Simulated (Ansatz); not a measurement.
# Pt(111) with 4 layers of random Pt-Ti, 2x2: scattering by chemical disorder

Wanted: resistance against the alloy's length, first Pt(111) with 4 layers of random Pt-Ti, 2x2.

Main program and level: Ansatz 0.2.0; Ansatz plane-wave DFT, PBE, PAW files; ballistic transport by layer matching (Landauer), zero bias; PAW set soft_1.

## Step 1: The starting structure

The cell holds 40 atoms: 38 Pt and 2 Ti. Cell: a = 5.546 Å, b = 5.546 Å, c = 22.699 Å, α = 93.5°, β = 86.5°, γ = 120.0°. It derives from Pt. Regions: lead, 24 atoms (24 Pt); scattering region, 16 atoms (14 Pt and 2 Ti). The structure is stacked along c, and the current runs across the ab planes.

## Step 2: With 4 alloy layers

In 4 layers a share of 0.125 of the sites is given to Ti at random. The layers about the cell's end stay perfect and serve as the lead. Energies from -0.05 to 0.05 eV in steps of 0.05 eV are too few for the program's thermal sum, so it prints no conductance; for a metal the transmission near the Fermi level serves, at a fraction of the cost.

input.yaml

```yaml
crystal:
  lattice:
    - [5.5462627489, 0.0, 0.0]
    - [-2.7731313745, 4.8032044366, 0.0]
    - [1.3865656872, -0.8005340728, 22.6425228571]
  atoms:
    - { symbol: Pt, position: [0.9916666667, 0.0083333333, 0.05] }
    - { symbol: Pt, position: [0.9916666667, 0.5083333333, 0.05] }
    - { symbol: Pt, position: [0.4916666667, 0.0083333333, 0.05] }
    - { symbol: Pt, position: [0.4916666667, 0.5083333333, 0.05] }
    - { symbol: Pt, position: [0.1416666667, 0.3583333333, 0.15] }
    - { symbol: Pt, position: [0.1416666667, 0.8583333333, 0.15] }
    - { symbol: Pt, position: [0.6416666667, 0.3583333333, 0.15] }
    - { symbol: Pt, position: [0.6416666667, 0.8583333333, 0.15] }
    - { symbol: Pt, position: [0.2916666667, 0.2083333333, 0.25] }
    - { symbol: Pt, position: [0.2916666667, 0.7083333333, 0.25] }
    - { symbol: Pt, position: [0.7916666667, 0.2083333333, 0.25] }
    - { symbol: Pt, position: [0.7916666667, 0.7083333333, 0.25] }
    - { symbol: Pt, position: [0.9416666667, 0.0583333333, 0.35] }
    - { symbol: Pt, position: [0.9416666667, 0.5583333333, 0.35] }
    - { symbol: Pt, position: [0.4416666667, 0.0583333333, 0.35] }
    - { symbol: Pt, position: [0.4416666667, 0.5583333333, 0.35] }
    - { symbol: Pt, position: [0.0916666667, 0.4083333333, 0.45] }
    - { symbol: Pt, position: [0.0916666667, 0.9083333333, 0.45] }
    - { symbol: Pt, position: [0.5916666667, 0.4083333333, 0.45] }
    - { symbol: Pt, position: [0.5916666667, 0.9083333333, 0.45] }
    - { symbol: Pt, position: [0.2416666667, 0.2583333333, 0.55] }
    - { symbol: Pt, position: [0.2416666667, 0.7583333333, 0.55] }
    - { symbol: Pt, position: [0.7416666667, 0.2583333333, 0.55] }
    - { symbol: Pt, position: [0.7416666667, 0.7583333333, 0.55] }
    - { symbol: Ti, position: [0.8916666667, 0.1083333333, 0.65] }
    - { symbol: Pt, position: [0.8916666667, 0.6083333333, 0.65] }
    - { symbol: Pt, position: [0.3916666667, 0.1083333333, 0.65] }
    - { symbol: Ti, position: [0.3916666667, 0.6083333333, 0.65] }
    - { symbol: Pt, position: [0.0416666667, 0.4583333333, 0.75] }
    - { symbol: Pt, position: [0.0416666667, 0.9583333333, 0.75] }
    - { symbol: Pt, position: [0.5416666667, 0.4583333333, 0.75] }
    - { symbol: Pt, position: [0.5416666667, 0.9583333333, 0.75] }
    - { symbol: Pt, position: [0.1916666667, 0.3083333333, 0.85] }
    - { symbol: Pt, position: [0.1916666667, 0.8083333333, 0.85] }
    - { symbol: Pt, position: [0.6916666667, 0.3083333333, 0.85] }
    - { symbol: Pt, position: [0.6916666667, 0.8083333333, 0.85] }
    - { symbol: Pt, position: [0.8416666667, 0.1583333333, 0.95] }
    - { symbol: Pt, position: [0.8416666667, 0.6583333333, 0.95] }
    - { symbol: Pt, position: [0.3416666667, 0.1583333333, 0.95] }
    - { symbol: Pt, position: [0.3416666667, 0.6583333333, 0.95] }
kpoints:
  mp_grid: { grid: [5, 5, 1] }
hamiltonian:
  xc: pbe
  pseudopotentials: { kind: paw, azcp: { folder: soft_1 } }
scf:
  occupations: { method: fermi_dirac, width: 0.1 }
output:
  transmission:
    leads: [[0, 4]]
    kmesh: [10, 10]
    e_range: [-0.05, 0.05]
    de: 0.05
  write_potential: true
  write_density: true
  volumetric_format: npy
```

On the command line:

```sh
$ ansatz run input.yaml --threads 4 --pin off --max-ram 15360MiB --backend cpu --events-out ev --progress --plain --runs-dir out
```

Numbers of over 12 decimals in the logs are rounded to 6 here.

The program printed:

```text
Engine: ansatz 0.2.0, aarch64-unknown-linux-gnu
Pseudopotentials: kind: paw
Pseudopotential: Pt, paw, valence charge 18, recommended cutoff 420 eV (normal), soft_1/Pt.paw.azcp
Pseudopotential: Ti, paw, valence charge 12, recommended cutoff 420 eV (normal), soft_1/Ti.paw.azcp
Functional definition: PBE
  parameter kappa = 0.804
  parameter beta = 0.066725
  exchange = pbe_x(kappa = kappa, mu = beta*pi^2/3)
  correlation = pbe_c(beta = beta)
Crystal: 40 atoms, lattice volume = 603.193 Å³
Basis set: ecut = 420 eV, 11827 PW (Γ)
Bands: 425, of which v1, the nominal top of the filled ones, is band 354 counted from 1 (353 counted from 0)
Symmetry: 8 space group operations
Space group: P2/m (ITA 10), of the structure as read, at distance tolerance 8.4e-5 Å
k-points: 9 of 25
Non-local potential: Pt, projectors of the file, l = 0: 3, l = 1: 2, l = 2: 2, l = 3: 1
Non-local potential: Ti, projectors of the file, l = 0: 3, l = 1: 2, l = 2: 3, l = 3: 1
PAW form: soft (Blöchl's): semilocal exchange-correlation on the pseudo side does not see the compensation charge
PAW one-centre angular grid: Pt, 590 points (default); XC on 64 Gauss nodes
PAW one-centre angular grid: Ti, 590 points (default); XC on 64 Gauss nodes
Initial density: superposition of atomic densities (chi_scale 0.1, normalization cell, long waves of neutral atoms (reshape's long-wave potential 4.01 eV rms, cloud 2.96 Å wide))
Initial wavefunctions: pseudopotential atomic-orbital guess
Functional: x = pbe(κ = 0.804, μ = 0.219515), c = pbe(β = 0.066725)
SCF iter   1: F=—  HF=-481017.341439 eV  |F-HF|=—  |Δ(HF+E_count)|=         —  Δρ=2.71e-1  dr2=3.00e3  ethr=3.10e-3  ⟨swp⟩=4.9  Hψ=11463  notcnv=0  defer=154
preconditioner: auto → Kerker (q_TF=auto, 2.802 Å⁻¹)  [metal: Δε(μ)=0.003 eV  Ē_g=7.757 eV  σ=0.100 eV  W_gap=0.01  n_scr=240 (ndim 8)  ℏωp=29.8 eV  f_vac=0.000  D(μ)=53.70/eV (n_scr^D=680)]
SCF iter   2: F=—  HF=-480957.207212 eV  |F-HF|=—  |Δ(HF+E_count)|=    6.01e1  Δρ=8.92e-2  dr2=5.57e1  ethr=3.10e-3  ⟨swp⟩=4.4  Hψ=8081  notcnv=0  defer=298
SCF iter   3: F=—  HF=-480948.695722 eV  |F-HF|=—  |Δ(HF+E_count)|=    8.51e0  Δρ=5.43e-2  dr2=2.29e1  ethr=3.10e-3  ⟨swp⟩=3.6  Hψ=8315  notcnv=0  defer=314
SCF iter   4: F=—  HF=-480945.659367 eV  |F-HF|=—  |Δ(HF+E_count)|=    3.04e0  Δρ=5.38e-2  dr2=1.28e2  ethr=3.10e-3  ⟨swp⟩=3.6  Hψ=10448  notcnv=0  defer=325  recentre
SCF iter   5: F=—  HF=-480944.895540 eV  |F-HF|=—  |Δ(HF+E_count)|=   7.64e-1  Δρ=2.85e-2  dr2=6.75e0  ethr=3.10e-3  ⟨swp⟩=4.0  Hψ=9785  notcnv=0  defer=292
SCF iter   6: F=—  HF=-480943.714909 eV  |F-HF|=—  |Δ(HF+E_count)|=    1.18e0  Δρ=4.45e-3  dr2=5.76e-1  ethr=9.54e-4  ⟨swp⟩=3.0  Hψ=7135  notcnv=0  defer=292
SCF iter   7: F=—  HF=-480943.677259 eV  |F-HF|=—  |Δ(HF+E_count)|=   3.76e-2  Δρ=2.18e-3  dr2=3.16e-1  ethr=8.13e-5  ⟨swp⟩=2.1  Hψ=6679  notcnv=0  defer=292
SCF iter   8: F=—  HF=-480943.673788 eV  |F-HF|=—  |Δ(HF+E_count)|=   3.47e-3  Δρ=1.46e-3  dr2=8.97e-2  ethr=4.46e-5  ⟨swp⟩=1.0  Hψ=3533  notcnv=0  defer=292
SCF iter   9: F=—  HF=-480943.672046 eV  |F-HF|=—  |Δ(HF+E_count)|=   1.74e-3  Δρ=5.24e-4  dr2=1.01e-2  ethr=1.27e-5  ⟨swp⟩=1.0  Hψ=3533  notcnv=0  defer=292
SCF iter  10: F=—  HF=-480943.671824 eV  |F-HF|=—  |Δ(HF+E_count)|=   2.22e-4  Δρ=1.20e-4  dr2=4.33e-4  ethr=1.43e-6  ⟨swp⟩=1.1  Hψ=3534  notcnv=0  defer=292
SCF iter  11: F=—  HF=-480943.671719 eV  |F-HF|=—  |Δ(HF+E_count)|=   1.05e-4  Δρ=1.94e-5  dr2=1.17e-5  ethr=6.12e-8  ⟨swp⟩=1.4  Hψ=3542  notcnv=0  defer=292
SCF iter  12: F=—  HF=-480943.670029 eV  |F-HF|=—  |Δ(HF+E_count)|=   1.69e-3  Δρ=2.43e-6  dr2=6.66e-8  ethr=1.41e-11  ⟨swp⟩=8.8  Hψ=16023  notcnv=0
SCF iter  13: F=-480943.670029 eV  HF=-480943.670029 eV  |F-HF|=6.05e-9  |Δ(HF+E_count)|=   2.68e-9  Δρ=7.18e-7  dr2=7.08e-9  ethr=9.41e-12  ⟨swp⟩=1.0  Hψ=8614  notcnv=0
SCF 1 converged in 13 iterations: F = -480943.670029 eV  dr2 = 7.08e-9
  greatest PAW one-centre occupation: 1.000 electrons in one spin orbital (limit 2), on the Pt atom at site 26 (counted from 0), in its partial waves of l = 0
transmission: 124 of 1240 steps passed
transmission: 248 of 1240 steps passed
[...]
transmission: 1240 of 1240 steps passed
SCF converged after 13 iterations
Free energy (F): -480943.670029 eV
Harris-Foulkes:  -480943.670029 eV  (|F-HF|=6.05e-9)
Internal energy: -480941.665885 eV  (E = F + TS)
E sigma→0 (E₀):  -480942.667957 eV
Entropy (-TS):   -2.004144 eV (-50.104 meV/atom)
Fermi energy:    23.069158 eV
--- Per-component energies (eV) ---
  E_band       = -5236.493363
  E_kinetic    = 23266.715112
  E_local      = -57618.601923  (includes V_loc(G=0)·N_el)
  E_nonlocal   = 7864.345092
  E_hartree    = 22144.291540
  E_xc         = -9075.465708
  E_vxc        = -10623.769058  (∫ρ·V_xc dr)
  E_paw        = -362471.241380  (= ΣΔE_a)
  E_vpaw       = -12413.804990  (= ΣTr[D̂ρ^β])
  E_aug_tail   = 0.042219  (compensation charges beyond the density's cutoff)
  E_ewald      = -105051.750837
  E_smearing   = -2.004144  (= −TS)
  E_closure    = -0.000000  (closes the sum)
  Σ components = -480943.670029   (vs F -480943.670029, Δ=0.00e0)
--- Band table (eV; the first three rows and the last of 9) ---
  k-point 0: bands = [... 350 lower, 23.2136, 23.2542, 23.2557, 23.2914, 23.3029, 23.3171, 23.3220, 23.3264, ... 67 higher]
  k-point 1: bands = [... 350 lower, 23.0343, 23.0356, 23.0378, 23.0578, 23.0952, 23.1236, 23.2039, 23.2688, ... 67 higher]
  k-point 2: bands = [... 350 lower, 22.9824, 23.0448, 23.0814, 23.0897, 23.0959, 23.1314, 23.1896, 23.2178, ... 67 higher]
  k-point 8: bands = [... 350 lower, 22.9852, 22.9863, 23.0538, 23.0776, 23.1083, 23.1425, 23.1696, 23.1899, ... 67 higher]
--- Transmission ---
  basis      : 241 plane waves across, 40 finite elements along
  points     : 31, standing for a mesh of 10 x 10
  energies   : 3 from -0.050000 to 0.050000 eV about the Fermi level, 0.050000 eV apart; the leads are filled to 0.000000 eV, and channels, transmission and decay are at 0.000000 eV
  crystal 0  : Pt4, at the sites [0, 4], period 2.2643 Å, over 20.38 Å; its Hamiltonian steps by up to 9.2 meV
    offset         : up to 0.0000 Å between an atom of the period and one for which it stands
    channels       : 6.810000e0 a spin
    conductance    : none, the energies end too early or step too widely for 300 K: set another output.transmission.e_range or a lower de, or, where they end at an eighth of basis.ecutwfc, a higher one
  junction   : crystal 0 to crystal 0, 3.83 to 24.21 Å
    transmission   : 3.055291e0 a spin
    conductance    : none, the energies end too early or step too widely for 300 K: set another output.transmission.e_range or a lower de, or, where they end at an eighth of basis.ecutwfc, a higher one
```

Elapsed: 3.6 min, on 4 threads of Arm Neoverse V2, shared host; peak memory 4.9 GiB; 13 min of CPU time.

Numbers from this step:

```yaml
free_energy: -480943.6700 eV
energy_at_zero_smearing: -480942.6680 eV
fermi_energy: 23.07 eV
cell_area: 26.64 Å²
transmission_per_spin_nearest_the_fermi_level: 3.055
open_channels_per_spin_nearest_the_fermi_level: 6.81
step_of_the_lead_s_potential: 9.2 meV
```

Per spin. The transmission, zone mean by energy, zero at the Fermi level:

| energy (eV) | transmission, zone mean |
| --- | --- |
| -0.0500 | 3.28 |
| 0.0000 | 3.06 |
| 0.0500 | 2.85 |

Per spin. The open channels, zone mean, lead by energy, zero at the Fermi level:

| energy (eV) | open channels, zone mean, lead |
| --- | --- |
| -0.0500 | 7.28 |
| 0.0000 | 6.81 |
| 0.0500 | 6.21 |

Transmission over k1 and k2. At 0.0000 eV from the Fermi level.

Ten even steps from '_' (1.04) to '@' (4.47):
```
**@@****##%%##--..--
--**@@##**##++--....
--**##%%--%%++------
####**--++**__++++##
##%%##%%**++**%%##%%
####++++__**++--**##
--------++%%--%%##**
--....--++##**##@@**
**--..--##%%##****@@
%%**----######----**
```
Columns: k1 (b1) from -0.5 to 0.4; rows upwards: k2 (b2) from -0.5 to 0.4.

Open channels over k1 and k2. At 0.0000 eV from the Fermi level.

Ten even steps from '0' (3.0) to '9' (10.0):
```
9744479101
2475574200
4458185421
9451881549
9778828877
9945188154
4124581854
2002475574
9101974447
9924999429
```
Columns: k1 (b1) from -0.5 to 0.4; rows upwards: k2 (b2) from -0.5 to 0.4.

Over the solved energies the transmission per spin lies between 2.85 and 3.28, out of 6.77 channels of the lead on average (up to 7.28).

## Step 3: With 8 alloy layers

In 8 layers a share of 0.125 of the sites is given to Ti at random. A fresh draw is used; the growth of the resistance with length is what counts.

System of this step: Pt(111) with 8 layers of random Pt-Ti, 2x2. The cell holds 56 atoms: 52 Pt and 4 Ti. Cell: a = 5.546 Å, b = 5.546 Å, c = 31.740 Å, α = 87.5°, β = 92.5°, γ = 120.0°. It derives from Pt. Regions: lead, 24 atoms (24 Pt); scattering region, 32 atoms (28 Pt and 4 Ti). The structure is stacked along c, and the current runs across the ab planes.

input.yaml

```yaml
crystal:
  lattice:
    - [5.5462627489, 0.0, 0.0]
    - [-2.7731313745, 4.8032044366, 0.0]
    - [-1.3865656872, 0.8005340728, 31.6995319999]
  atoms:
    - { symbol: Pt, position: [0.005952381, 0.994047619, 0.0357142857] }
    - { symbol: Pt, position: [0.005952381, 0.494047619, 0.0357142857] }
    - { symbol: Pt, position: [0.505952381, 0.994047619, 0.0357142857] }
    - { symbol: Pt, position: [0.505952381, 0.494047619, 0.0357142857] }
    - { symbol: Pt, position: [0.1845238095, 0.3154761905, 0.1071428571] }
    - { symbol: Pt, position: [0.1845238095, 0.8154761905, 0.1071428571] }
    - { symbol: Pt, position: [0.6845238095, 0.3154761905, 0.1071428571] }
    - { symbol: Pt, position: [0.6845238095, 0.8154761905, 0.1071428571] }
    - { symbol: Pt, position: [0.3630952381, 0.1369047619, 0.1785714286] }
    - { symbol: Pt, position: [0.3630952381, 0.6369047619, 0.1785714286] }
    - { symbol: Pt, position: [0.8630952381, 0.1369047619, 0.1785714286] }
    - { symbol: Pt, position: [0.8630952381, 0.6369047619, 0.1785714286] }
    - { symbol: Pt, position: [0.0416666667, 0.9583333333, 0.25] }
    - { symbol: Pt, position: [0.0416666667, 0.4583333333, 0.25] }
    - { symbol: Ti, position: [0.5416666667, 0.9583333333, 0.25] }
    - { symbol: Pt, position: [0.5416666667, 0.4583333333, 0.25] }
    - { symbol: Pt, position: [0.2202380952, 0.2797619048, 0.3214285714] }
    - { symbol: Pt, position: [0.2202380952, 0.7797619048, 0.3214285714] }
    - { symbol: Pt, position: [0.7202380952, 0.2797619048, 0.3214285714] }
    - { symbol: Pt, position: [0.7202380952, 0.7797619048, 0.3214285714] }
    - { symbol: Pt, position: [0.3988095238, 0.1011904762, 0.3928571429] }
    - { symbol: Pt, position: [0.3988095238, 0.6011904762, 0.3928571429] }
    - { symbol: Pt, position: [0.8988095238, 0.1011904762, 0.3928571429] }
    - { symbol: Pt, position: [0.8988095238, 0.6011904762, 0.3928571429] }
    - { symbol: Pt, position: [0.0773809524, 0.9226190476, 0.4642857143] }
    - { symbol: Pt, position: [0.0773809524, 0.4226190476, 0.4642857143] }
    - { symbol: Pt, position: [0.5773809524, 0.9226190476, 0.4642857143] }
    - { symbol: Pt, position: [0.5773809524, 0.4226190476, 0.4642857143] }
    - { symbol: Ti, position: [0.255952381, 0.244047619, 0.5357142857] }
    - { symbol: Pt, position: [0.255952381, 0.744047619, 0.5357142857] }
    - { symbol: Pt, position: [0.755952381, 0.244047619, 0.5357142857] }
    - { symbol: Pt, position: [0.755952381, 0.744047619, 0.5357142857] }
    - { symbol: Pt, position: [0.4345238095, 0.0654761905, 0.6071428571] }
    - { symbol: Pt, position: [0.4345238095, 0.5654761905, 0.6071428571] }
    - { symbol: Pt, position: [0.9345238095, 0.0654761905, 0.6071428571] }
    - { symbol: Pt, position: [0.9345238095, 0.5654761905, 0.6071428571] }
    - { symbol: Pt, position: [0.1130952381, 0.8869047619, 0.6785714286] }
    - { symbol: Pt, position: [0.1130952381, 0.3869047619, 0.6785714286] }
    - { symbol: Ti, position: [0.6130952381, 0.8869047619, 0.6785714286] }
    - { symbol: Pt, position: [0.6130952381, 0.3869047619, 0.6785714286] }
    - { symbol: Pt, position: [0.2916666667, 0.2083333333, 0.75] }
    - { symbol: Pt, position: [0.2916666667, 0.7083333333, 0.75] }
    - { symbol: Pt, position: [0.7916666667, 0.2083333333, 0.75] }
    - { symbol: Ti, position: [0.7916666667, 0.7083333333, 0.75] }
    - { symbol: Pt, position: [0.4702380952, 0.0297619048, 0.8214285714] }
    - { symbol: Pt, position: [0.4702380952, 0.5297619048, 0.8214285714] }
    - { symbol: Pt, position: [0.9702380952, 0.0297619048, 0.8214285714] }
    - { symbol: Pt, position: [0.9702380952, 0.5297619048, 0.8214285714] }
    - { symbol: Pt, position: [0.1488095238, 0.8511904762, 0.8928571429] }
    - { symbol: Pt, position: [0.1488095238, 0.3511904762, 0.8928571429] }
    - { symbol: Pt, position: [0.6488095238, 0.8511904762, 0.8928571429] }
    - { symbol: Pt, position: [0.6488095238, 0.3511904762, 0.8928571429] }
    - { symbol: Pt, position: [0.3273809524, 0.1726190476, 0.9642857143] }
    - { symbol: Pt, position: [0.3273809524, 0.6726190476, 0.9642857143] }
    - { symbol: Pt, position: [0.8273809524, 0.1726190476, 0.9642857143] }
    - { symbol: Pt, position: [0.8273809524, 0.6726190476, 0.9642857143] }
kpoints:
  mp_grid: { grid: [5, 5, 1] }
hamiltonian:
  xc: pbe
  pseudopotentials: { kind: paw, azcp: { folder: soft_1 } }
scf:
  occupations: { method: fermi_dirac, width: 0.1 }
output:
  transmission:
    leads: [[0, 4]]
    kmesh: [10, 10]
    e_range: [-0.05, 0.05]
    de: 0.05
  write_potential: true
  write_density: true
  volumetric_format: npy
```

The program printed:

```text
[...]
Crystal: 56 atoms, lattice volume = 844.470 Å³
Basis set: ecut = 420 eV, 16521 PW (Γ)
Bands: 591, of which v1, the nominal top of the filled ones, is band 492 counted from 1 (491 counted from 0)
Symmetry: 2 space group operations
[...]
k-points: 9 of 25 (time reversal used)
[...]
SCF iter   1: F=—  HF=-661405.338707 eV  |F-HF|=—  |Δ(HF+E_count)|=         —  Δρ=3.13e-1  dr2=4.81e3  ethr=3.10e-3  ⟨swp⟩=4.2  Hψ=15237  notcnv=0  defer=159
[...]
SCF iter  13: F=-661296.355233 eV  HF=-661296.355233 eV  |F-HF|=9.76e-8  |Δ(HF+E_count)|=   1.39e-8  Δρ=6.00e-7  dr2=9.95e-8  ethr=1.02e-11  ⟨swp⟩=8.6  Hψ=14839  notcnv=0
SCF 1 converged in 13 iterations: F = -661296.355233 eV  dr2 = 9.95e-8
[...]
transmission: 178 of 1767 steps passed
transmission: 354 of 1767 steps passed
[...]
transmission: 1767 of 1767 steps passed
SCF converged after 13 iterations
Free energy (F): -661296.355233 eV
[...]
Internal energy: -661293.875188 eV  (E = F + TS)
E sigma→0 (E₀):  -661295.115210 eV
Entropy (-TS):   -2.480046 eV (-44.287 meV/atom)
Fermi energy:    22.933646 eV
[...]
--- Band table (eV; the first three rows and the last of 9) ---
  k-point 0: bands = [... 488 lower, 23.1147, 23.1199, 23.1705, 23.1813, 23.1878, 23.1981, 23.2061, 23.2225, ... 95 higher]
  k-point 1: bands = [... 488 lower, 22.9001, 22.9205, 22.9489, 22.9835, 23.0064, 23.0306, 23.0628, 23.0840, ... 95 higher]
  k-point 2: bands = [... 488 lower, 22.8950, 22.9205, 22.9449, 22.9583, 22.9830, 22.9932, 23.0049, 23.0271, ... 95 higher]
  k-point 8: bands = [... 488 lower, 22.8912, 22.9482, 22.9512, 22.9732, 22.9846, 22.9876, 23.0040, 23.0380, ... 95 higher]
--- Transmission ---
  basis      : 241 plane waves across, 57 finite elements along
  points     : 31, standing for a mesh of 10 x 10
[...]
channels       : 6.780000e0 a spin
[...]
junction   : crystal 0 to crystal 0, 0.70 to 30.13 Å
    transmission   : 2.704294e0 a spin
[...]
```

The job ended after 8.7 min (4 threads; peak memory 8.5 GiB; 33 min of CPU time).

Numbers from this step:

```
free energy                                    : -661296.3552 eV
energy at zero smearing                        : -661295.1152 eV
Fermi energy                                   : 22.93 eV
transmission per spin nearest the Fermi level  : 2.704
open channels per spin nearest the Fermi level : 6.78
step of the lead's potential                   : 42.1 meV
```

Per spin. Transmission, zone mean against energy, zero at the Fermi level:

| energy (eV) | transmission, zone mean |
| --- | --- |
| -0.0500 | 2.84 |
| 0.0000 | 2.70 |
| 0.0500 | 2.55 |

Over the solved energies the transmission per spin lies between 2.55 and 2.84, out of 6.76 channels of the lead on average (up to 7.1). The log calls the step of a lead's potential too much.

(Continued in part 2 of 2.)

[Logs are printed without paths, hosts, clocks, repeated set-up lines and the standing remarks that a program may print on its own settings, such as how far it seeks lower states.]

[Hosts, paths, dates, database ids (printed as entryN), source tags and the programs' standing remarks are cut or masked in the printed files.]
